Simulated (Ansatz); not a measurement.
# MnS: a vibration from a frozen displacement

Level of theory: DFT r2SCAN, scalar-relativistic, plane waves, PAW in Ansatz 0.2.0. The runs took a 500 eV cutoff, a Γ-centred 10×10×10 mesh and Gaussian smearing (0.05 eV). Collinear spins, started from moments 4.7, 0.1 μB in atom order; the magnetic state may not be the lowest. Energies are free energies at this smearing, counted from the undisturbed cell; pressure is positive in compression.

The undisturbed cell (as given, not relaxed at this level; it stands at 1.8 GPa; this zinc-blende form isn't the usual structure):

```
CELL_PARAMETERS angstrom
0.00000 2.80000 2.80000
2.80000 0.00000 2.80000
2.80000 2.80000 0.00000
ATOMIC_POSITIONS crystal
Mn 0.00000 0.00000 0.00000
S 0.75000 0.75000 0.75000
```

Every Mn atom is moved by x along the Cartesian unit vector (1.000, 0.000, 0.000); the cell and all other atoms stay fixed. The cell's volume is 43.90 Å³; the moved atoms weigh 54.938 u together and the others 32.060 u. Some rows repeat others by symmetry and weren't run.

```csv
x (Å),ΔE (meV/cell),total force on the moved atoms along the move (eV/Å),pressure (GPa)
-0.3000,249.42,1.6057,4.2514
-0.2625,192.51,1.4280,3.6820
-0.2250,142.43,1.2414,3.1810
-0.1875,99.50,1.0470,2.7515
-0.1500,63.99,0.8459,2.3961
-0.1125,36.13,0.6392,2.1173
-0.0750,16.10,0.4285,1.9168
-0.0375,4.03,0.2150,1.7960
0.0000,0.00,0.0000,1.7556
0.0375,4.03,-0.2150,1.7960
0.0750,16.10,-0.4285,1.9168
0.1125,36.13,-0.6392,2.1173
0.1500,63.99,-0.8459,2.3961
0.1875,99.50,-1.0470,2.7515
0.2250,142.43,-1.2414,3.1810
0.2625,192.51,-1.4280,3.6820
0.3000,249.42,-1.6057,4.2514
```

Question: What frequency belongs to this motion?

Answer: The force constant is k = −dF/dx = 5.733 eV/Å², from the parabola through x = -0.0375, 0 and 0.0375. In every cell the moved atoms swing against the rest, so the mass is μ = m₁m₂/(m₁ + m₂) = 20.245 u, and ν̃ = 521.5 cm⁻¹ × √(|k|/μ) = 278 cm⁻¹, at this cell's pressure of 1.8 GPa. To first order in x, and within 1 %, the force on every atom lies along the move and, within each of the two groups, in proportion to the atom's mass, so this is itself a mode at the zone centre of this cell, taken without macroscopic field (the transverse frequency in a polar insulator).

Question: How far does the harmonic law reach?

Answer: At x = -0.300 Å, kx²/2 = 258.00 meV against the computed 249.42 meV (-3.3 %): the well is still close to harmonic there.

Question: The pressure changes with x². What does that say about the frequency under compression?

Answer: With E = k(V)x²/2, k ∝ V^(−2γ) and x scaling with the cell as V^(1/3), P − P0 = −∂E/∂V = (2γ − 2/3) ΔE/V. At x = 0.0750 Å, V(P − P0) = 43.90 × 0.16126 / 160.2 eV = 44.19 meV and ΔE = 16.10 meV, so γ = 1/3 + V(P − P0)/(2ΔE) = 1.71. This is the Grüneisen parameter of the motion under uniform scaling of the cell: shrinking the cell evenly by 1 % in volume raises the frequency by about 1.71 %.